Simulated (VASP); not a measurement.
# AgCl (Chlorargyrite) (Fm-3m) in VASP: a series of runs, part 2 of 2

VASP 6.6.1. Earlier steps stand in the parts before.

### 3 Relaxation of cell and atoms, PBE

This run uses another cell than the first one, of 20.46 Å³/atom, 0.927 times its volume.

File INCAR:

```
PREC = Accurate ; ENCUT = 600
EDIFF = 1E-6 ; ISMEAR = -1
SIGMA = 0.02 ; LREAL = False
LASPH = True ; NELM = 60
ALGO = Fast ; ISIF = 3
LWAVE = False ; LCHARG = False
GGA = PE ; IBRION = 2
NSW = 80 ; EDIFFG = -0.005
```

File KPOINTS:

```
Automatic mesh
0
Gamma
  8 8 8
```

File POSCAR:

```
AgCl
1.0
    0.0000000000      2.7350000000      2.7350000000
    2.7350000000      0.0000000000      2.7350000000
    2.7350000000      2.7350000000      0.0000000000
Ag Cl
1 1
Direct
    0.0000000000      0.0000000000      0.0000000000
    0.5000000000      0.5000000000      0.5000000000
```

Potentials or basis: VASP PAW PBE potentials, release 64 (Ag, Cl).

Launch:

```sh
$ cat potpaw_PBE.64/Ag/POTCAR potpaw_PBE.64/Cl/POTCAR > POTCAR
$ mpirun -np 1 vasp_std > vasp.out
```

OUTCAR:

```text
PREC = Accurate
   ENCUT = 600
   EDIFF = 1E-6
   ISMEAR = -1
   LREAL = False
   LASPH = True
   NELM = 60
   ISIF = 3
   GGA = PE
   IBRION = 2
   NSW = 80
   EDIFFG = -0.005

 ion  position               nearest neighbor table
   1  0.000  0.000  0.000-   2 2.73   2 2.73   2 2.73   2 2.73   2 2.73   2 2.73
   2  0.500  0.500  0.500-   1 2.73   1 2.73   1 2.73   1 2.73   1 2.73   1 2.73

  LATTYP: Found a face centered cubic cell.
 ALAT       =     5.4700000000

  Lattice vectors:

 A1 = (   0.0000000000,   2.7350000000,   2.7350000000)
 A2 = (   2.7350000000,   0.0000000000,   2.7350000000)
 A3 = (   2.7350000000,   2.7350000000,   0.0000000000)

Analysis of symmetry for initial positions (statically):
=====================================================================
 Subroutine PRICEL returns:
 Original cell was already a primitive cell.

 Routine SETGRP: Setting up the symmetry group for a
 face centered cubic supercell.

 Subroutine GETGRP returns: Found 48 space group operations
 (whereof 48 operations were pure point group operations)
 out of a pool of 48 trial point group operations.

The static configuration has the point symmetry O_h .

Analysis of symmetry for dynamics (positions and initial velocities):
=====================================================================
 Subroutine PRICEL returns:
 Original cell was already a primitive cell.

 Routine SETGRP: Setting up the symmetry group for a
 face centered cubic supercell.

 Subroutine GETGRP returns: Found 48 space group operations
 (whereof 48 operations were pure point group operations)
 out of a pool of 48 trial point group operations.

The dynamic configuration has the point symmetry O_h .

 Subroutine INISYM returns: Found 48 space group operations
 (whereof 48 operations are pure point group operations),
 and found     1 'primitive' translations

----------------------------------------------------------------------------------------

                                     Primitive cell

  volume of cell :      40.9168

  direct lattice vectors                    reciprocal lattice vectors
     0.000000000  2.735000000  2.735000000    -0.182815356  0.182815356  0.182815356
     2.735000000  0.000000000  2.735000000     0.182815356 -0.182815356  0.182815356
[... 103 lines left out ...]
   IMIX   =      4    mixing-type and parameters
     AMIX     =   0.40;   BMIX     =  1.00
     AMIX_MAG =   1.60;   BMIX_MAG =  1.00
  volume/ion in A,a.u.               =      20.46       138.06
  Fermi-wavevector in a.u.,A,eV,Ry     =   1.245083  2.352866 21.092186  1.550232
  Thomas-Fermi vector in A             =   2.379321
   LORBIT       =      0    0 simple, 1 ext, 2 COOP (PROOUT), +10 PAW based schemes
   GGA     = PE    functional components
   LHFCALC =     F    Hartree Fock is set to
   AEXX    =    0.0000 exact exchange contribution
   IVDW    =     0    specifies the selected vdW correction
   LEPSILON=     F    determine dielectric tensor
   LRPA    =     F    only Hartree local field effects (RPA)
 conjugate gradient relaxation of ions
 non-spin polarized calculation
 RMM-DIIS sequential band-by-band and
  energy-cutoff  :      600.00
  volume of cell :       40.92
 maximum number of plane-waves:      1384
   NGX = 15   NGY = 15   NGZ = 15

--------------------------------------- Ionic step        1  -------------------------------------------

 number of electron      17.9999998 magnetization

 Free energy of the ion-electron system (eV)
  ---------------------------------------------------
  ext. energy  EPLUGINS =         0.00000000
  ---------------------------------------------------
  free energy    TOTEN  =        -5.36562083 eV

  energy without entropy =       -5.36562083  energy(sigma->0) =       -5.36562083

 E-fermi :   4.7956     XC(G=0): -10.1849

 val. band max:        4.3567455442   @ k =   0.5000   0.0000   0.0000
 cond. band min:       5.2595125621   @ k =   0.0000   0.0000   0.0000
 fundamental gap:      0.9027670178
 Fermi energy:         4.7956451373

 k-point     1 :       0.0000    0.0000    0.0000
  band No.  band energies     occupation
      1     -11.0786      2.00000
      2       1.7426      2.00000
      3       1.7426      2.00000
      4       1.7426      2.00000
      5       1.7861      2.00000
      6       1.7861      2.00000
      7       1.8586      2.00000
      8       1.8586      2.00000
      9       1.8586      2.00000
     10       5.2595      0.00000
     11      15.1926      0.00000
     12      15.1926      0.00000
     13      15.1926      0.00000
[... 547 lines left out ...]
--------------------------------------- Ionic step        6  -------------------------------------------

 number of electron      18.0000003 magnetization

 Free energy of the ion-electron system (eV)
  ---------------------------------------------------
  ext. energy  EPLUGINS =         0.00000000
  ---------------------------------------------------
  free energy    TOTEN  =        -5.40012799 eV

  energy without entropy =       -5.40012799  energy(sigma->0) =       -5.40012799

 E-fermi :   3.8460     XC(G=0):  -9.7993

 val. band max:        3.4208590831   @ k =   0.5000   0.0000   0.0000
 cond. band min:       4.3403100007   @ k =   0.0000   0.0000   0.0000
 fundamental gap:      0.9194509175
 Fermi energy:         3.8459889751

 k-point     1 :       0.0000    0.0000    0.0000
  band No.  band energies     occupation
      1     -11.5178      2.00000
      2       1.1049      2.00000
      3       1.1049      2.00000
      4       1.1049      2.00000
      5       1.1443      2.00000
      6       1.1443      2.00000
      7       1.2287      2.00000
      8       1.2287      2.00000
      9       1.2287      2.00000
     10       4.3403      0.00000
     11      14.2891      0.00000
     12      14.2891      0.00000
     13      14.2891      0.00000
[... 397 lines left out ...]
  FREE ENERGIE OF THE ION-ELECTRON SYSTEM (eV)
  ---------------------------------------------------
  free  energy   TOTEN  =        -5.4001279942 eV

  energy  without entropy=       -5.4001279941  energy(sigma->0) =       -5.40012799

 reached required accuracy - stopping structural energy minimisation
```

OSZICAR:

```text
N       E                     dE             d eps       ncg     rms          rms(c)
DAV:   1     0.110844792778E+03    0.11084E+03   -0.96970E+03   762   0.142E+03
DAV:   2    -0.749809459237E+00   -0.11159E+03   -0.10451E+03   902   0.265E+02
DAV:   3    -0.550120748281E+01   -0.47514E+01   -0.47364E+01   879   0.591E+01
[... 52 lines left out ...]
RMM:   2    -0.540014030990E+01    0.26684E-03   -0.67566E-04   754   0.244E-01    0.355E-02
RMM:   3    -0.540012517716E+01    0.15133E-04   -0.94333E-05   754   0.751E-02    0.265E-02
RMM:   4    -0.540012672306E+01   -0.15459E-05   -0.64919E-06   724   0.254E-02    0.956E-03
RMM:   5    -0.540012785044E+01   -0.11274E-05   -0.33688E-06   583   0.160E-02    0.394E-03
RMM:   6    -0.540012799416E+01   -0.14372E-06   -0.82500E-07   413   0.900E-03
   6 F= -.54001280E+01 E0= -.54001280E+01  d E =-.122457E-05
```

CONTCAR:

```text
AgCl
   1.00000000000000
     0.0000000000000000    2.8026517146825767    2.8026517146825767
     2.8026517146825767    0.0000000000000000    2.8026517146825767
     2.8026517146825767    2.8026517146825767    0.0000000000000000
  Ag              Cl
     1     1
Direct
     1.0000000000000000    0.0000000000000000    0.0000000000000000
     0.5000000000000000    0.5000000000000000    0.5000000000000000

  0.00000000E+00  0.00000000E+00  0.00000000E+00
  0.00000000E+00  0.00000000E+00  0.00000000E+00
```

It took 55 s on 1 thread of Intel Xeon Platinum 8488C (Sapphire Rapids), shared host; peak memory 0.19 GiB.

What came out:

| Item | Value |
| --- | --- |
| Free energy | -5.4001 eV |
| Relaxed volume | 22.01 Å³/atom |
| Relaxed cell | a = 3.964 Å, b = 3.964 Å, c = 3.964 Å, α = 60.00°, β = 60.00°, γ = 60.00° |
| Space group after relaxing (to 0.05 Å) | Fm-3m (No. 225) |
| Energy gained by relaxing | 17.3 meV/atom |
| Ionic steps | 6 |
| Pressure after relaxing | 0.0 GPa |
| Band gap on the k mesh | 0.92 eV, indirect (least direct gap 3.09 eV) |

Step by step:
| step | energy change (eV) | largest force (eV/Å) | pressure (GPa) | volume (Å³) |
| --- | --- | --- | --- | --- |
| 1 | 0.0000 | 0.0000 | 3.78 | 40.92 |
| 2 | -0.0344 | 0.0000 | 0.16 | 43.84 |
| 3 | -0.0345 | 0.0000 | 0.08 | 44.00 |
| 4 | -0.0343 | 0.0000 | -0.20 | 44.31 |
| 5 | -0.0345 | 0.0000 | -0.06 | 44.08 |
| 6 | -0.0345 | 0.0000 | 0.02 | 44.03 |

Final structure:
```yaml
crystal:
  lattice:
    - [0.00000, 2.80265, 2.80265]
    - [2.80265, 0.00000, 2.80265]
    - [2.80265, 2.80265, 0.00000]
  atoms:
    - { symbol: Ag, position: [0.00000, 0.00000, 0.00000] }
    - { symbol: Cl, position: [0.50000, 0.50000, 0.50000] }
```

Levels at points of the mesh, in eV from the valence-band top:
| k point | band 7 | band 8 | band 9 | band 10 | band 11 | band 12 |
| --- | --- | --- | --- | --- | --- | --- |
| (0.00, 0.00, 0.00) | -2.19 | -2.19 | -2.19 | 0.92 | 10.87 | 10.87 |
| (0.50, 0.00, 0.00) | -1.68 | 0.00 | 0.00 | 4.33 | 6.36 | 7.73 |
| (0.50, 0.50, 0.00) | -1.87 | -1.87 | -1.80 | 2.43 | 8.07 | 8.53 |

### 4 Single point, r2SCAN

This run uses another cell than the first one, of 21.33 Å³/atom, 0.966 times its volume.

File POSCAR:

```
AgCl
1.0
    0.0000000000      2.7731725676      2.7731725676
    2.7731725676      0.0000000000      2.7731725676
    2.7731725676      2.7731725676      0.0000000000
Ag Cl
1 1
Direct
    0.0000000000      0.0000000000      0.0000000000
    0.5000000000      0.5000000000      0.5000000000
```

File INCAR.step1:

```
PREC = Accurate
ENCUT = 520
ISMEAR = -1
SIGMA = 0.02
LREAL = F
LASPH = T
NELM = 60
NBANDS = 16
GGA = PE
ALGO = Normal
EDIFF = 1E-4
LWAVE = T
LCHARG = F
```

File INCAR.step2:

```
PREC = Accurate
ENCUT = 520
EDIFF = 1E-7
ISMEAR = -1
SIGMA = 0.02
LREAL = F
LASPH = T
NELM = 60
ALGO = Normal
ISIF = 2
LWAVE = F
LCHARG = T
METAGGA = R2SCAN
LMIXTAU = T
LELF = T
LVHAR = T
NBANDS = 16
ISTART = 1
```

File KPOINTS:

```
regular mesh
0
Gamma
  8 8 8
```

Launch:

```sh
$ cat potpaw_PBE.64/Ag/POTCAR potpaw_PBE.64/Cl/POTCAR > POTCAR
$ cp INCAR.step1 INCAR
$ mpirun -np 1 vasp_std > vasp.out
$ cp INCAR.step2 INCAR
$ mpirun -np 1 vasp_std > vasp.out
```

Wall time 72 s (1 thread of Intel Xeon Platinum 8488C (Sapphire Rapids), shared host); peak memory 0.18 GiB.

The run converged. Its results:

```
Free energy            : -28.6432 eV
Pressure               : -0.1 GPa
Band gap on the k mesh : 1.42 eV, indirect (least direct gap 3.70 eV)
```

Levels at points of the mesh, in eV from the valence-band top:
| k point | band 5 | band 6 | band 7 | band 8 | band 9 | band 10 | band 11 | band 12 | band 13 | band 14 |
| --- | --- | --- | --- | --- | --- | --- | --- | --- | --- | --- |
| (0.00, 0.00, 0.00) | -2.43 | -2.43 | -2.43 | -2.38 | -2.38 | 1.42 | 11.34 | 11.34 | 11.34 | 12.77 |
| (0.50, 0.00, 0.00) | -2.07 | -2.07 | -1.75 | 0.00 | 0.00 | 4.71 | 7.16 | 8.27 | 8.27 | 14.08 |
| (0.50, 0.50, 0.00) | -2.75 | -2.20 | -1.95 | -1.95 | -1.84 | 2.93 | 8.35 | 9.24 | 12.34 | 12.34 |

Caveat: the PAW data sets were made with another functional, which shifts forces and pressure a little.

### 5 Overview

```csv
task,level,cell,cutoff (eV),gap on the mesh (eV),pressure (GPa)
single point,PBE,"Fm-3m, 22.08 Å³/atom",520,0.92,-0.1
relaxation of cell and atoms,PBE,relaxed,600,0.92,0.0
single point,r2SCAN,"Fm-3m, 21.33 Å³/atom",520,1.42,-0.1
```

Alike in all rows: potentials or basis VASP PAW PBE potentials, release 64 (Ag, Cl); no spin polarisation; k mesh 8 × 8 × 8; smearing fermi-dirac 0.02 eV.

Caveats: the PAW data sets were made with another functional, which shifts forces and pressure a little (some runs).

Total energies depend on the potentials used, so only differences within one code and one set of settings carry meaning.

### 6 How close it comes

Step 2. Against the measured gap of AgCl, 3.249 eV (indirect; a printed reference work, data compilation), the calculated 0.92 eV is off by -2.33 eV. So large a miss can be the level of theory's own, or it may mean another phase, state or a wrong row. Spin-orbit coupling on Ag is left out. The value is that of PBE on a finite k mesh, which can miss the band edges, without temperature or zero-point motion. Semilocal functionals fall short of measured gaps as a rule.

Step 4. Measured gap of AgCl: 3.249 eV (indirect; a printed reference work, data compilation). This calculation gives 1.42 eV (-1.83 eV). So large a miss can be the level of theory's own, or it may mean another phase, state or a wrong row. Spin-orbit coupling on Ag is left out. The value is that of r2SCAN on a finite k mesh, which can miss the band edges, without temperature or zero-point motion.
